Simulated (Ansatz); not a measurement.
# Be2C (Fm-3m) in Ansatz: convergence with smearing width

Aim: find how far smearing width must go before the results for Be2C settle, at PBE. This setting moves, with any that are tied to it; all else stays.

All numbers are computed with Ansatz 0.2.0; they aren't measurements. Logs are shortened: lines on timing, memory, paths and dates and some standing lists are left out, and cuts for length are marked.

## 1. The crystal as given

The structure is cubic, space group Fm-3m (No. 225). Conventional cell: a = 4.330 Å, b = 4.330 Å, c = 4.330 Å, α = 90.00°, β = 90.00°, γ = 90.00°. C (site symmetry m-3m) has 8 Be at 1.87 Å as nearest neighbours. Be (site symmetry -43m) has 4 C at 1.87 Å as nearest neighbours.

## 2. With smearing width 0.3 eV

Contents of input.yaml:

```yaml
crystal:
  lattice:
    - [0.0, 2.165, 2.165]
    - [2.165, 0.0, 2.165]
    - [2.165, 2.165, 0.0]
  atoms:
    - { symbol: C, position: [0.0, 0.0, 0.0] }
    - { symbol: Be, position: [0.75, 0.75, 0.75] }
    - { symbol: Be, position: [0.25, 0.25, 0.25] }
hamiltonian:
  xc: pbe
  pseudopotentials: { kind: nc }
kpoints:
  mp_grid: { grid: [9, 9, 9] }
scf:
  occupations: { method: gaussian, width: 0.3 }
output:
  forces: true
  stress: true
  eigenvalues: true
```

Potentials or basis: Ansatz NC.

Started as:

```console
> ansatz run input.yaml --threads 2 --pin off --max-ram 5632MiB --backend cpu --events-out ev --progress --plain --runs-dir out
```

Log:

```text
Warning: RAYON_NUM_THREADS=2 ignored (pool sized by the plan → 2); use --threads N
Engine: ansatz 0.2.0, aarch64-unknown-linux-gnu
Pseudopotentials: kind: nc
Pseudopotential: C, nc, valence charge 4, recommended cutoff 1115.666836 eV (normal), C.nc.azcp
Pseudopotential: Be, nc, valence charge 4, recommended cutoff 1800 eV (normal), Be.nc.azcp
Functional definition: PBE
  parameter kappa = 0.804
  parameter beta = 0.06672455060314922
  exchange = pbe_x(kappa = kappa, mu = beta*pi^2/3)
  correlation = pbe_c(beta = beta)
Crystal: 3 atoms, lattice volume = 20.296 Å³
Basis set: ecut = 1800 eV, 3527 PW (Γ), exchange–correlation on 90×90×90 points (8 copies of the dense FFT grid, shifted against one another)
Bands: 10, of which v1, the nominal top of the filled ones, is band 6 counted from 1 (5 counted from 0)
Symmetry: 48 space group operations
Space group: Fm-3m (ITA 225), of the structure as read, at distance tolerance 2.7e-5 Å
k-points: 35 of 729
Non-local potential: C, projectors of the file, l = 0: 2, l = 1: 2
Non-local potential: Be, projectors of the file, l = 0: 2, l = 1: 2
Initial density: superposition of atomic densities (chi_scale 0.1, normalization cell, long waves kept (reshape's long-wave potential 0.00 eV rms))
Initial wavefunctions: pseudopotential atomic-orbital guess
Functional: x = pbe(κ = 0.804, μ = 0.2195149727645171), c = pbe(β = 0.06672455060314922)
SCF iter   1: F=—  HF=-948.151887 eV  |F-HF|=—  |Δ(HF+E_count)|=         —  Δρ=9.06e-2  dr2=2.07e0  ethr=3.10e-3  ⟨swp⟩=5.6  Hψ=2585  notcnv=0
preconditioner: auto → none  [insulator: Δε(μ)=2.454 eV  Ē_g=14.286 eV  σ=0.300 eV  W_gap=1.00  n_scr=0 (ndim 8)  ℏωp=23.3 eV  f_vac=0.000  D(μ)=0.00/eV (n_scr^D=0)  ε∞_Penn≈3.7]
SCF iter   2: F=—  HF=-947.571254 eV  |F-HF|=—  |Δ(HF+E_count)|=   5.81e-1  Δρ=3.38e-2  dr2=1.61e-1  ethr=3.10e-3  ⟨swp⟩=2.4  Hψ=920  notcnv=0
SCF iter   3: F=—  HF=-947.536769 eV  |F-HF|=—  |Δ(HF+E_count)|=   3.45e-2  Δρ=1.37e-2  dr2=2.65e-2  ethr=1.34e-3  ⟨swp⟩=2.5  Hψ=465  notcnv=0
SCF iter   4: F=—  HF=-947.536209 eV  |F-HF|=—  |Δ(HF+E_count)|=   5.60e-4  Δρ=2.26e-3  dr2=7.49e-4  ethr=2.21e-4  ⟨swp⟩=1.0  Hψ=350  notcnv=0
SCF iter   5: F=—  HF=-947.536310 eV  |F-HF|=—  |Δ(HF+E_count)|=   1.01e-4  Δρ=2.06e-4  dr2=5.89e-6  ethr=6.24e-6  ⟨swp⟩=2.1  Hψ=492  notcnv=0
SCF iter   6: F=—  HF=-947.536308 eV  |F-HF|=—  |Δ(HF+E_count)|=   1.37e-6  Δρ=2.27e-5  dr2=1.16e-7  ethr=4.91e-8  ⟨swp⟩=2.0  Hψ=487  notcnv=0
SCF iter   7: F=-947.536308 eV  HF=-947.536308 eV  |F-HF|=1.56e-10  |Δ(HF+E_count)|=   3.64e-8  Δρ=2.06e-6  dr2=3.76e-10  ethr=8.33e-10  ⟨swp⟩=6.4  Hψ=1753  notcnv=0
SCF 1 converged in 7 iterations: F = -947.536308 eV  dr2 = 3.76e-10
SCF converged after 7 iterations
Free energy (F): -947.536308 eV
Harris-Foulkes:  -947.536308 eV  (|F-HF|=1.56e-10)
Internal energy: -947.536291 eV  (E = F + TS)
E sigma→0 (E₀):  -947.536300 eV
Entropy (-TS):   -0.000017 eV (-0.006 meV/atom)
Fermi energy:    10.635431 eV
--- Per-component energies (eV) ---
  E_band       = -329.520161
  E_kinetic    = 713.727443
  E_local      = -505.949298  (includes V_loc(G=0)·N_el)
  E_nonlocal   = -596.774066
  E_hartree    = 157.104649
  E_xc         = -206.388531
  E_vxc        = -254.733620  (∫ρ·V_xc dr)
  E_ewald      = -509.256488
  E_smearing   = -0.000017  (= −TS)
  E_closure    = 0.000000  (closes the sum)
  Σ components = -947.536308   (vs F -947.536308, Δ=0.00e0)
--- Forces (eV/Å), atoms counted from 1 ---
  atom   1  C     -0.00000000     0.00000000     0.00000000
  atom   2  Be    -0.00000000     0.00000000     0.00000000
  atom   3  Be    -0.00000000    -0.00000000    -0.00000000
  max |Σ_I F_I| component: 3.70e-17 eV/Å
--- Stress (GPa, compression-positive) ---
        0.068886       0.000000      -0.000000
        0.000000       0.068886      -0.000000
       -0.000000      -0.000000       0.068886
  P = ⅓ Tr σ = 0.0689 GPa (0.689 kbar)
--- Band table (eV; the first three rows and the last of 35) ---
  k-point 0: bands = ["-89.5380", "-89.5017", "-5.0266", "10.0026", "10.0026", "10.0026", "14.1404", "14.1404", "14.1404", "16.7538"]
  k-point 1: bands = ["-89.5369", "-89.5027", "-4.8302", "8.4388", "9.6388", "9.6388", "14.6702", "14.6702", "15.0872", "17.2263"]
  k-point 2: bands = ["-89.5336", "-89.5058", "-4.2511", "5.8241", "8.9877", "8.9877", "15.4250", "15.4250", "16.0102", "18.3575"]
  k-point 34: bands = ["-89.5208", "-89.5179", "-1.2306", "3.2812", "4.3422", "4.7224", "15.4510", "18.0171", "18.7552", "20.9456"]
```

Wall time 1.4 s (2 threads of Arm Neoverse V1, shared host); peak memory 0.34 GiB.

Results:

```yaml
Free_energy: -947.5363 eV
Pressure: 0.1 GPa
Band_gap_on_the_k_mesh: 1.31 eV, indirect (least direct gap 4.14 eV)
```

## 3. With smearing width 0.2 eV

input.yaml, as its differences from that of step 2:

```diff
@@ -15,3 +15,3 @@
 scf:
-  occupations: { method: gaussian, width: 0.3 }
+  occupations: { method: gaussian, width: 0.2 }
 output:
```

Potentials or basis: Ansatz NC.

Started as:

```console
> ansatz run input.yaml --threads 2 --pin off --max-ram 5632MiB --backend cpu --events-out ev --progress --plain --runs-dir out
```

It took 1.4 s on 2 threads of Arm Neoverse V1, shared host; peak memory 0.34 GiB.

Results:

```yaml
Free_energy: -947.5363 eV
Pressure: 0.1 GPa
Band_gap_on_the_k_mesh: 1.31 eV, indirect (least direct gap 4.14 eV)
```

## 4. With smearing width 0.15 eV

input.yaml, as its differences from that of step 3:

```diff
@@ -15,3 +15,3 @@
 scf:
-  occupations: { method: gaussian, width: 0.2 }
+  occupations: { method: gaussian, width: 0.15 }
 output:
```

Started as:

```console
> ansatz run input.yaml --threads 2 --pin off --max-ram 5632MiB --backend cpu --events-out ev --progress --plain --runs-dir out
```

It took 1.4 s on 2 threads of Arm Neoverse V1, shared host; peak memory 0.34 GiB.

What came out:

```
Free energy            : -947.5363 eV
Pressure               : 0.1 GPa
Band gap on the k mesh : 1.31 eV, indirect (least direct gap 4.14 eV)
```

## 5. With smearing width 0.1 eV

input.yaml, as its differences from that of step 4:

```diff
@@ -15,3 +15,3 @@
 scf:
-  occupations: { method: gaussian, width: 0.15 }
+  occupations: { method: gaussian, width: 0.1 }
 output:
```

Started as:

```console
> ansatz run input.yaml --threads 2 --pin off --max-ram 5632MiB --backend cpu --events-out ev --progress --plain --runs-dir out
```

Wall time 1.4 s (2 threads of Arm Neoverse V1, shared host); peak memory 0.34 GiB.

Results:

| Quantity | Value |
| --- | --- |
| Free energy | -947.5363 eV |
| Pressure | 0.1 GPa |
| Band gap on the k mesh | 1.31 eV, indirect (least direct gap 4.14 eV) |

## 6. With smearing width 0.05 eV

input.yaml, as its differences from that of step 5:

```diff
@@ -15,3 +15,3 @@
 scf:
-  occupations: { method: gaussian, width: 0.1 }
+  occupations: { method: gaussian, width: 0.05 }
 output:
```

Potentials or basis: Ansatz NC.

Started as:

```console
> ansatz run input.yaml --threads 2 --pin off --max-ram 5632MiB --backend cpu --events-out ev --progress --plain --runs-dir out
```

It took 1.4 s on 2 threads of Arm Neoverse V1, shared host; peak memory 0.34 GiB.

The run converged. Its results:

```yaml
Free_energy: -947.5363 eV
Pressure: 0.1 GPa
Band_gap_on_the_k_mesh: 1.31 eV, indirect (least direct gap 4.14 eV)
```

## 7. With smearing width 0.025 eV

input.yaml, as its differences from that of step 6:

```diff
@@ -15,3 +15,3 @@
 scf:
-  occupations: { method: gaussian, width: 0.05 }
+  occupations: { method: gaussian, width: 0.025 }
 output:
```

Started as:

```console
> ansatz run input.yaml --threads 2 --pin off --max-ram 5632MiB --backend cpu --events-out ev --progress --plain --runs-dir out
```

It took 1.4 s on 2 threads of Arm Neoverse V1, shared host; peak memory 0.34 GiB.

The run converged. Its results:

| Property | Result |
| --- | --- |
| Free energy | -947.5363 eV |
| Pressure | 0.1 GPa |
| Band gap on the k mesh | 1.31 eV, indirect (least direct gap 4.14 eV) |

## 8. With smearing width 0.01 eV

input.yaml, as its differences from that of step 7:

```diff
@@ -15,3 +15,3 @@
 scf:
-  occupations: { method: gaussian, width: 0.025 }
+  occupations: { method: gaussian, width: 0.01 }
 output:
```

Started as:

```console
> ansatz run input.yaml --threads 2 --pin off --max-ram 5632MiB --backend cpu --events-out ev --progress --plain --runs-dir out
```

Wall time 1.4 s (2 threads of Arm Neoverse V1, shared host); peak memory 0.34 GiB.

The run converged. Its results:

| Property | Result |
| --- | --- |
| Free energy | -947.5363 eV |
| Pressure | 0.1 GPa |
| Band gap on the k mesh | 1.31 eV, indirect (least direct gap 4.14 eV) |

## 9. With smearing width 0.005 eV

input.yaml, as its differences from that of step 8:

```diff
@@ -15,3 +15,3 @@
 scf:
-  occupations: { method: gaussian, width: 0.01 }
+  occupations: { method: gaussian, width: 0.005 }
 output:
```

Potentials or basis: Ansatz NC.

Started as:

```console
> ansatz run input.yaml --threads 2 --pin off --max-ram 5632MiB --backend cpu --events-out ev --progress --plain --runs-dir out
```

It took 1.4 s on 2 threads of Arm Neoverse V1, shared host; peak memory 0.34 GiB.

Results (log left out):

* Free energy: -947.5363 eV
* Pressure: 0.1 GPa
* Band gap on the k mesh: 1.31 eV, indirect (least direct gap 4.14 eV)

## 10. The series at a glance

| smearing width | energy less the tightest run, at zero smearing (meV/atom) | SCF cycles | CPU time (s) | peak memory (GiB) |
| --- | --- | --- | --- | --- |
| 0.3 eV | 0.00 | 7 | 2.6 | 0.34 |
| 0.2 eV | 0.00 | 7 | 2.7 | 0.34 |
| 0.15 eV | 0.00 | 7 | 2.7 | 0.34 |
| 0.1 eV | 0.00 | 7 | 2.8 | 0.34 |
| 0.05 eV | 0.00 | 7 | 2.7 | 0.34 |
| 0.025 eV | 0.00 | 7 | 2.7 | 0.34 |
| 0.01 eV | 0.00 | 7 | 2.7 | 0.34 |
| 0.005 eV | 0.00 | 7 | 2.6 | 0.34 |

Against the tightest run, the energy stays within 1 meV/atom from 0.3 eV on. The tightest run that finished is the yardstick and may itself not be fully converged.

Caveats: odd divisions of the mesh miss points on the zone boundary, where band edges often lie, so the gap on the mesh can be too wide.
